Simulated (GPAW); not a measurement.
A run of GPAW 26.7.0 is set up as follows.

The input run.py:

```python
from ase import Atoms
from ase.dft.bandgap import bandgap
from ase.io import write
from ase.units import GPa
from gpaw import GPAW, PW

atoms = Atoms(['Se', 'Zn'],
              cell=[[0.0, 2.8338, 2.8338],
                    [2.8338, 0.0, 2.8338],
                    [2.8338, 2.8338, 0.0]],
              scaled_positions=[[0.75, 0.75, 0.75],
                                [0.0, 0.0, 0.0]],
              pbc=True)

calc = GPAW(mode=PW(500),
            xc='PBE',
            kpts={'size': (7, 7, 7), 'gamma': True},
            occupations={'name': 'fermi-dirac', 'width': 0.05},
            nbands=18,
            maxiter=120,
            txt='gpaw.txt')
atoms.calc = calc
energy = atoms.get_potential_energy()
forces = atoms.get_forces()
stress = atoms.get_stress()
calc.write('gs.gpw')
write('result.traj', atoms)
print(f'Energy: {energy:.6f} eV')
print('Forces (eV/A):')
print(forces.round(4))
print('Stress (GPa):', (stress / GPa).round(3))
print('Fermi level:', round(calc.get_fermi_level(), 4), 'eV')
print(f'Gap: {bandgap(calc)[0]:.4f} eV, direct: {bandgap(calc, direct=True)[0]:.4f} eV')
```

Potentials or basis: GPAW PAW data sets (gpaw-data 1.2.1), pw.

The run is started by

```console
$ OMP_NUM_THREADS=1 python run.py
```

Q: Estimate the band gap on the k mesh.

A: 1.30 eV, direct.

Q: Predict the pressure.

A: 1.9 GPa.

Caveat: the cutoff is short for stress and forces, so pressures can be off by a GPa or more.

**What was measured.**

From “Alloy Disordering Effects on the Thermal Conductivity and Energy Gap Temperature Dependence of Cd1−xZnxSe Ternary Crystals Grown by the Bridgman Method”, 2023, pmc:10253836, for a bulk crystal of ZnSe at 300 K: band gap 2.695 ± 0.003 eV (an exciton energy, a little under the gap).

A measured gap of ZnSe is 2.695 eV (an exciton energy, a little under the gap; 300 K; “Alloy Disordering Effects on the Thermal Conductivity and Energy Gap Temperature Dependence of Cd1−xZnxSe Ternary Crystals Grown by the Bridgman Method”, 2023, pmc:10253836); the calculated 1.30 eV misses it by -1.40 eV. So large a miss can be the level of theory's own, or it may mean another phase, state or a wrong row. Spin-orbit coupling on Se is left out. The value is that of PBE, without temperature or zero-point motion. Semilocal functionals fall short of measured gaps as a rule.
